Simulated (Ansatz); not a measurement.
Input deck for Ansatz 0.2.0, then the block of the output on the nuclei.

The cell is a measured structure from the Crystallography Open Database (COD), relaxed with PBE at fixed cell and then changed (volume scaled by 1.04, ions relaxed).

```yaml
crystal:
  lattice:
    - [4.0587165717, 0.0, 0.0]
    - [0.0, 4.0587165717, 0.0]
    - [0.0, 0.0, 4.0587165717]
  atoms:
    - { symbol: Ba, position: [0.5, 0.5, 0.5] }
    - { symbol: Ti, position: [0.0, 0.0, 0.0] }
    - { symbol: O, position: [0.5, 0.0, 0.0] }
    - { symbol: O, position: [0.0, 0.5, 0.0] }
    - { symbol: O, position: [0.0, 0.0, 0.5] }
kpoints:
  mp_grid: { grid: [8, 8, 8] }
scf:
  occupations: { method: fermi_dirac, width: 0.02 }
hamiltonian:
  xc: pbe
  pseudopotentials: { kind: paw }
output:
  forces: true
  stress: true
  populations: true
  efg:
    quadrupole_moments_barn: { Ba: 0.236, Ti: 0.247, O: -0.02558 }
    contact_densities: true
relax:
  f_tol: 0.02
  max_steps: 60
```

```sh
ansatz run input.yaml --threads 1 --pin off --max-ram 3072MiB --backend cpu --events-out ev --progress --plain --runs-dir out
```

The run relaxes the ions first, and the block belongs to the relaxed positions.

Of the output, the block on the nuclei alone is shown; the set-up, the SCF iterations, energies, forces and stress are cut.

```
--- PAW observables at the nuclei: V_zz in 10²¹ V/m², potentials from the cell's mean, atoms counted from 1 ---
  atom   1  Ba V_zz =    -0.000000   η = 0.0000   by run symmetry: forbidden   C_q = -0.0000 MHz
            electrostatic potential = -9627.051806 V   contact ρ = 2065456.977102 e/Å³
  atom   2  Ti V_zz =    +0.000000   η = 0.0000   by run symmetry: forbidden   C_q = +0.0000 MHz
            electrostatic potential = -2529.122376 V   contact ρ = 56790.280922 e/Å³
  atom   3  O  V_zz =    +2.930933   η = 0.0000   by run symmetry: allowed   C_q = -1.8128 MHz
            electrostatic potential = -627.342050 V   contact ρ = 2157.543550 e/Å³
  atom   4  O  V_zz =    +2.930933   η = 0.0000   by run symmetry: allowed   C_q = -1.8128 MHz
            electrostatic potential = -627.342050 V   contact ρ = 2157.543550 e/Å³
  atom   5  O  V_zz =    +2.930933   η = 0.0000   by run symmetry: allowed   C_q = -1.8128 MHz
            electrostatic potential = -627.342050 V   contact ρ = 2157.543550 e/Å³
```

The relaxation (1 step) took 7.2 s of wall time (7.2 s of CPU time) and 0.45 GiB at its peak, on 1 thread of Arm Neoverse V1 (aarch64; 8 cores open to the job, memory cap 3.0 GiB, no GPU), a shared host with a load of 0.7 a core.

This high-symmetry form of BaTiO3 is unstable when cold, to polar off-centring of Ti. The symmetry of the cell holds that distortion back, wholly or in part, and it would change the field gradients, the more the larger the distortion.
